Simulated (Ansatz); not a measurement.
## Bands of Au

```yaml
crystal:
  lattice:
    - [2.74784, 0.00000, 0.00000]
    - [0.00000, 2.74784, 0.00000]
    - [0.00000, 0.00000, 2.74784]
  atoms:
    - { symbol: Au, position: [0.00000, 0.00000, 0.00000] }
```

The structure comes from a relaxation in the same program, started in the sc type, and has space group Pm-3m. Whether it is a known phase or the ground state wasn't checked.

Spin–orbit coupling is left out, though it moves levels of the heavy atoms by tenths of an eV or more.

Computed with DFT, PBE, all-electron LAPW, scalar-relativistic (Ansatz 0.2.0).

Settings: a Γ-centred 12×12×12 k mesh, Fermi–Dirac smearing of 0.08 eV, basis error target 0.25 meV/atom, no spin polarisation.

Points in fractions of the reciprocal vectors of this cell: Γ (0, 0, 0), X (0, 0.5, 0), M (0.5, 0.5, 0), R (0.5, 0.5, 0.5). The path joins them by straight lines in the order Γ–X–M–Γ–R–X–R–M; legs that retrace an earlier one aren't tabulated. Energies are in eV from the Fermi level.

Q: Metal or insulator at this level of theory?

A: No gap opens: metallic or semimetallic.

Q: Tabulate bands 19 to 24, counted from the lowest band of the run, along the path.

A: 
```tsv
k (1/Å)	point	band 19	band 20	band 21	band 22	band 23	band 24
0.00	Γ	-5.62	-1.44	-1.44	-1.44	13.83	13.83
0.16		-5.52	-1.53	-1.53	-1.44	12.81	14.03
0.33		-5.22	-1.75	-1.75	-1.42	10.84	14.61
0.49		-4.65	-2.05	-2.05	-1.39	8.74	15.47
0.65		-3.77	-2.36	-2.36	-1.36	6.68	16.52
0.82		-2.63	-2.63	-2.60	-1.33	4.74	16.90
0.98		-2.81	-2.81	-1.32	-1.28	3.01	16.43
1.14	X	-2.87	-2.87	-1.31	-0.44	2.05	16.27
1.31		-3.14	-2.86	-1.38	-0.13	2.06	16.24
1.47		-3.71	-2.82	-1.58	0.58	2.12	15.85
1.63		-3.91	-2.77	-1.86	1.41	2.22	13.82
1.80		-2.82	-2.72	-2.15	2.26	2.39	11.57
1.96		-2.67	-2.40	-1.63	2.70	3.03	9.38
2.12		-2.63	-2.56	-0.67	3.29	3.60	7.42
2.29	M	-2.62	-2.62	-0.30	3.82	3.82	6.38
2.52		-2.58	-2.56	-0.92	2.06	4.59	7.76
2.75		-2.47	-2.41	-2.11	-0.35	6.18	8.85
2.98		-3.29	-2.28	-2.24	-2.18	8.03	9.44
3.21		-4.28	-2.62	-2.03	-1.92	9.92	10.15
3.44		-5.02	-2.07	-1.75	-1.68	11.28	11.73
3.67		-5.47	-1.61	-1.53	-1.51	12.81	13.20
3.90	Γ	-5.62	-1.44	-1.44	-1.44	13.83	13.83
4.19		-5.45	-1.62	-1.59	-1.59	12.81	13.39
4.47		-4.95	-2.05	-2.02	-2.02	11.62	12.44
4.75		-4.16	-2.65	-2.65	-2.21	11.08	11.48
5.04		-3.66	-2.84	-2.84	-0.69	10.64	10.64
5.32		-4.25	-1.74	-1.74	2.31	9.76	9.76
5.60		-4.72	-0.67	-0.67	5.86	8.84	8.84
5.88	R	-4.89	-0.21	-0.21	8.40	8.40	8.40
6.11		-4.73	-0.67	-0.39	6.84	7.87	9.12
6.35		-4.27	-1.70	-0.97	4.76	6.48	10.89
6.58		-3.66	-2.84	-1.95	3.34	4.78	12.73
6.81		-3.73	-3.73	-2.40	2.59	3.06	14.51
7.04		-3.87	-3.30	-1.88	1.47	2.23	16.25
7.27		-3.25	-2.99	-1.46	0.17	2.08	16.26
7.50	X	-2.87	-2.87	-1.31	-0.44	2.05	16.27
9.12	R	-4.89	-0.21	-0.21	8.40	8.40	8.40
9.28		-4.81	-0.53	-0.21	7.99	8.15	8.15
9.44		-4.56	-1.35	-0.22	7.39	7.47	7.47
9.61		-4.18	-2.39	-0.24	6.57	6.57	6.95
9.77		-3.70	-3.39	-0.26	5.60	5.60	6.68
9.93		-3.19	-3.19	-0.28	4.72	4.72	6.51
10.10		-2.78	-2.78	-0.29	4.07	4.07	6.41
10.26	M	-2.62	-2.62	-0.30	3.82	3.82	6.38
```
